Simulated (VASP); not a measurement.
# CrCuO2 (R-3m) in VASP: further runs, part 2 of 2

VASP 6.6.1. The steps go on from the part before.

**9. Equation of state, PBE, collinear spin, ferromagnetic start, 10.26 Å³/atom (volume scaled by 0.94)**

File INCAR:

```
SYSTEM = CrCuO2
  PREC = Accurate
  ENCUT = 520
  EDIFF = 1E-7
  ISMEAR = -1
  SIGMA = 0.05
  LREAL = .FALSE.
  LASPH = .TRUE.
  NELM = 120
  ALGO = Normal
  ISIF = 2
  LWAVE = .FALSE.
  LCHARG = .FALSE.
  ISPIN = 2
  MAGMOM = 0.6 3 0 0
  LORBIT = 11
  LMAXMIX = 4
  GGA = PE
  NBANDS = 30
```

File KPOINTS:

```
Automatic mesh
0
G
  10 10 10
  0 0 0
```

File POSCAR:

```
CrCuO2
1.0
    1.4563506678      0.8408244501      5.5836408197
   -1.4563506678      0.8408244501      5.5836408197
    0.0000000000     -1.6816489002      5.5836408197
Cu Cr O
1 1 2
Direct
    0.0000000000      0.0000000000      0.0000000000
    0.5000000000      0.5000000000      0.5000000000
    0.8920800000      0.8920800000      0.8920800000
    0.1079200000      0.1079200000      0.1079200000
```

Potentials or basis: VASP PAW PBE potentials, release 64 (Cu, Cr_pv, O).

Run with:

```
cat potpaw_PBE.64/Cu/POTCAR potpaw_PBE.64/Cr_pv/POTCAR potpaw_PBE.64/O/POTCAR > POTCAR
mpirun -np 1 vasp_std > vasp.out
```

Run time: 16 min. Hardware: 1 thread of Intel Xeon Platinum 8375C at 2.90GHz (Ice Lake), shared host; peak memory 0.55 GiB.

Results (log left out):

| Property | Result |
| --- | --- |
| Free energy | -28.6940 eV |
| Pressure | 18.6 GPa |
| Largest force | 0.155 eV/Å |
| Band gap on the k mesh | 0.89 eV, indirect (least direct gap 1.23 eV) |
| Net moment | 3.00 μB per cell |
| Site moments | Cu +0.04; Cr +2.79; O +0.01 μB |
| Valence electrons inside the program's atomic spheres | Cu 10.04; Cr 10.89; O 5.10 |

Caveat: only a ferromagnetic start was run, and an antiferromagnetic order may lie lower in energy.

**10. Equation of state, PBE, collinear spin, ferromagnetic start, 10.47 Å³/atom (volume scaled by 0.96)**

File INCAR:

```
PREC = Accurate ; ENCUT = 520
EDIFF = 1E-7 ; ISMEAR = -1
SIGMA = 0.05 ; LREAL = F
LASPH = T ; NELM = 100
ALGO = Normal ; ISIF = 2
LWAVE = F ; LCHARG = F
ISPIN = 2 ; MAGMOM = 0.6 3 0 0
LORBIT = 11 ; LMAXMIX = 4
GGA = PE ; NBANDS = 30
```

File KPOINTS:

```
Automatic mesh
0
Gamma
  10 10 10
```

File POSCAR:

```
CrCuO2
1.0
    1.4666069964      0.8467459441      5.6229635295
   -1.4666069964      0.8467459441      5.6229635295
    0.0000000000     -1.6934918883      5.6229635295
Cu Cr O
1 1 2
Direct
    0.0000000000      0.0000000000      0.0000000000
    0.5000000000      0.5000000000      0.5000000000
    0.8920800000      0.8920800000      0.8920800000
    0.1079200000      0.1079200000      0.1079200000
```

Run with:

```
cat potpaw_PBE.64/Cu/POTCAR potpaw_PBE.64/Cr_pv/POTCAR potpaw_PBE.64/O/POTCAR > POTCAR
mpirun -np 1 vasp_std > vasp.out
```

It took 15 min on 1 thread of Intel Xeon Platinum 8375C at 2.90GHz (Ice Lake), shared host; peak memory 0.56 GiB.

It converged, with:

| Item | Value |
| --- | --- |
| Free energy | -28.7823 eV |
| Pressure | 13.5 GPa |
| Largest force | 0.083 eV/Å |
| Band gap on the k mesh | 0.97 eV, indirect (least direct gap 1.32 eV) |
| Net moment | 3.00 μB per cell |
| Site moments | Cu +0.04; Cr +2.81; O +0.01 μB |
| Valence electrons inside the program's atomic spheres | Cu 10.01; Cr 10.84; O 5.08 |

Caveat: only a ferromagnetic start was run, and an antiferromagnetic order may lie lower in energy.

**11. Equation of state, PBE, collinear spin, ferromagnetic start, 10.69 Å³/atom (volume scaled by 0.98)**

File INCAR:

```
SYSTEM = CrCuO2
PREC = Accurate ; ENCUT = 520
EDIFF = 1E-7 ; ISMEAR = -1
SIGMA = 0.05 ; LREAL = .False.
LASPH = .True. ; NELM = 100
ALGO = Normal ; ISIF = 2
LWAVE = .False. ; LCHARG = .False.
ISPIN = 2 ; MAGMOM = 0.6 3 0 0
LORBIT = 11 ; LMAXMIX = 4
GGA = PE ; NBANDS = 30
```

File KPOINTS:

```
Automatic mesh
0
Gamma
  10 10 10
  0 0 0
```

File POSCAR:

```
CrCuO2
1.0
    1.4767218470      0.8525857559      5.6617438138
   -1.4767218470      0.8525857559      5.6617438138
    0.0000000000     -1.7051715118      5.6617438138
Cu Cr O
1 1 2
Direct
    0.0000000000      0.0000000000      0.0000000000
    0.5000000000      0.5000000000      0.5000000000
    0.8920800000      0.8920800000      0.8920800000
    0.1079200000      0.1079200000      0.1079200000
```

Run with:

```
cat potpaw_PBE.64/Cu/POTCAR potpaw_PBE.64/Cr_pv/POTCAR potpaw_PBE.64/O/POTCAR > POTCAR
mpirun -np 1 vasp_std > vasp.out
```

It took 15 min on 1 thread of Intel Xeon Platinum 8375C at 2.90GHz (Ice Lake), shared host; peak memory 0.55 GiB.

The run converged. Its results:

```
Free energy                                           : -28.8443 eV
Pressure                                              : 8.9 GPa
Largest force                                         : 0.017 eV/Å
Band gap on the k mesh                                : 1.05 eV, indirect (least direct gap 1.29 eV)
Net moment                                            : 3.00 μB per cell
Site moments                                          : Cu +0.04; Cr +2.82; O +0.00 μB
Valence electrons inside the program's atomic spheres : Cu 9.99; Cr 10.79; O 5.07
```

Caveat: only a ferromagnetic start was run, and an antiferromagnetic order may lie lower in energy.

**12. Equation of state, PBE, collinear spin, ferromagnetic start, 11.13 Å³/atom (volume scaled by 1.02)**

File INCAR:

```
SYSTEM = CrCuO2
  PREC = Accurate
  ENCUT = 520
  EDIFF = 1E-7
  ISMEAR = -1
  SIGMA = 0.05
  LREAL = .FALSE.
  LASPH = .TRUE.
  NELM = 120
  ALGO = Normal
  ISIF = 2
  LWAVE = .FALSE.
  LCHARG = .FALSE.
  ISPIN = 2
  MAGMOM = 0.6 3 0 0
  LORBIT = 11
  LMAXMIX = 4
  GGA = PE
  NBANDS = 30
```

File KPOINTS:

```
regular mesh
0
G
  10 10 10
  0 0 0
```

File POSCAR:

```
CrCuO2
1.0
    1.4965459823      0.8640312257      5.7377494445
   -1.4965459823      0.8640312257      5.7377494445
    0.0000000000     -1.7280624515      5.7377494445
Cu Cr O
1 1 2
Direct
    0.0000000000      0.0000000000      0.0000000000
    0.5000000000      0.5000000000      0.5000000000
    0.8920800000      0.8920800000      0.8920800000
    0.1079200000      0.1079200000      0.1079200000
```

Potentials or basis: VASP PAW PBE potentials, release 64 (Cu, Cr_pv, O).

Run with:

```
cat potpaw_PBE.64/Cu/POTCAR potpaw_PBE.64/Cr_pv/POTCAR potpaw_PBE.64/O/POTCAR > POTCAR
mpirun -np 1 vasp_std > vasp.out
```

It took 15 min on 1 thread of Intel Xeon Platinum 8375C at 2.90GHz (Ice Lake), shared host; peak memory 0.57 GiB.

The run converged. Its results:

```
Free energy                                           : -28.9002 eV
Pressure                                              : 1.2 GPa
Largest force                                         : 0.102 eV/Å
Band gap on the k mesh                                : 1.08 eV, indirect (least direct gap 1.25 eV)
Net moment                                            : 3.00 μB per cell
Site moments                                          : Cu +0.03; Cr +2.84; O -0.01 μB
Valence electrons inside the program's atomic spheres : Cu 9.94; Cr 10.70; O 5.04
```

Caveat: only a ferromagnetic start was run, and an antiferromagnetic order may lie lower in energy.

**13. Equation of state, PBE, collinear spin, ferromagnetic start, 11.35 Å³/atom (volume scaled by 1.04)**

File INCAR:

```
SYSTEM = CrCuO2
PREC = Accurate
ENCUT = 520
EDIFF = 1E-7
ISMEAR = -1
SIGMA = 0.05
LREAL = .FALSE.
LASPH = .TRUE.
NELM = 100
ALGO = Normal
ISIF = 2
LWAVE = .FALSE.
LCHARG = .FALSE.
ISPIN = 2
MAGMOM = 0.6 3 0 0
LORBIT = 11
LMAXMIX = 4
GGA = PE
NBANDS = 30
```

File KPOINTS:

```
Automatic mesh
0
G
  10 10 10
  0 0 0
```

File POSCAR:

```
CrCuO2
1.0
    1.5062640857      0.8696419753      5.7750086018
   -1.5062640857      0.8696419753      5.7750086018
    0.0000000000     -1.7392839506      5.7750086018
Cu Cr O
1 1 2
Direct
    0.0000000000      0.0000000000      0.0000000000
    0.5000000000      0.5000000000      0.5000000000
    0.8920800000      0.8920800000      0.8920800000
    0.1079200000      0.1079200000      0.1079200000
```

Run with:

```
cat potpaw_PBE.64/Cu/POTCAR potpaw_PBE.64/Cr_pv/POTCAR potpaw_PBE.64/O/POTCAR > POTCAR
mpirun -np 1 vasp_std > vasp.out
```

Wall time 17 min (1 thread of Intel Xeon Platinum 8375C at 2.90GHz (Ice Lake), shared host); peak memory 0.56 GiB.

Results (log left out):

```yaml
Free_energy: -28.8985 eV
Pressure: -2.1 GPa
Largest_force: 0.155 eV/Å
Band_gap_on_the_k_mesh: 1.05 eV, indirect (least direct gap 1.23 eV)
Net_moment: 3.00 μB per cell
Site_moments: Cu +0.03; Cr +2.85; O -0.01 μB
Valence_electrons_inside_the_program's_atomic_spheres: Cu 9.92; Cr 10.66; O 5.03
```

Caveat: only a ferromagnetic start was run, and an antiferromagnetic order may lie lower in energy.

**14. Equation of state, PBE, collinear spin, ferromagnetic start, 11.57 Å³/atom (volume scaled by 1.06)**

File INCAR:

```
SYSTEM = CrCuO2
  PREC = Accurate
  ENCUT = 520
  EDIFF = 1E-7
  ISMEAR = -1
  SIGMA = 0.05
  LREAL = .False.
  LASPH = .True.
  NELM = 150
  ALGO = Normal
  ISIF = 2
  LWAVE = .False.
  LCHARG = .False.
  ISPIN = 2
  MAGMOM = 0.6 3 0 0
  LORBIT = 11
  LMAXMIX = 4
  GGA = PE
  NBANDS = 30
```

File KPOINTS:

```
regular mesh
0
Gamma
  10 10 10
  0 0 0
```

File POSCAR:

```
CrCuO2
1.0
    1.5158583831      0.8751812455      5.8117930878
   -1.5158583831      0.8751812455      5.8117930878
    0.0000000000     -1.7503624911      5.8117930878
Cu Cr O
1 1 2
Direct
    0.0000000000      0.0000000000      0.0000000000
    0.5000000000      0.5000000000      0.5000000000
    0.8920800000      0.8920800000      0.8920800000
    0.1079200000      0.1079200000      0.1079200000
```

Run with:

```
cat potpaw_PBE.64/Cu/POTCAR potpaw_PBE.64/Cr_pv/POTCAR potpaw_PBE.64/O/POTCAR > POTCAR
mpirun -np 1 vasp_std > vasp.out
```

Wall time 16 min (1 thread of Intel Xeon Platinum 8375C at 2.90GHz (Ice Lake), shared host); peak memory 0.57 GiB.

It converged, with:

```
Free energy                                           : -28.8799 eV
Pressure                                              : -5.1 GPa
Largest force                                         : 0.204 eV/Å
Band gap on the k mesh                                : 1.02 eV, indirect (least direct gap 1.21 eV)
Net moment                                            : 3.00 μB per cell
Site moments                                          : Cu +0.02; Cr +2.86; O -0.01 μB
Valence electrons inside the program's atomic spheres : Cu 9.90; Cr 10.62; O 5.02
```

Caveat: only a ferromagnetic start was run, and an antiferromagnetic order may lie lower in energy.

**15. Equation of state, PBE, collinear spin, ferromagnetic start**

Potentials or basis: VASP PAW PBE potentials, release 64 (Cu, Cr_pv, O).

This step only gathers the single runs of the series.

Results:

```
Equilibrium volume                        : 11.22 Å³/atom
Bulk modulus at fixed shape and positions : 171 GPa
Pressure derivative of the bulk modulus   : 4.5
```

Energy against volume, from the lowest point:
| volume (Å³/atom) | energy (meV/atom) |
| --- | --- |
| 10.256 | 51.55 |
| 10.474 | 29.47 |
| 10.692 | 13.96 |
| 10.911 | 4.34 |
| 11.129 | 0.00 |
| 11.347 | 0.41 |
| 11.565 | 5.07 |

Caveat: the cell was scaled at fixed shape and fractional positions, which overstates the stiffness of a crystal with free parameters, most of all of layers and chains.
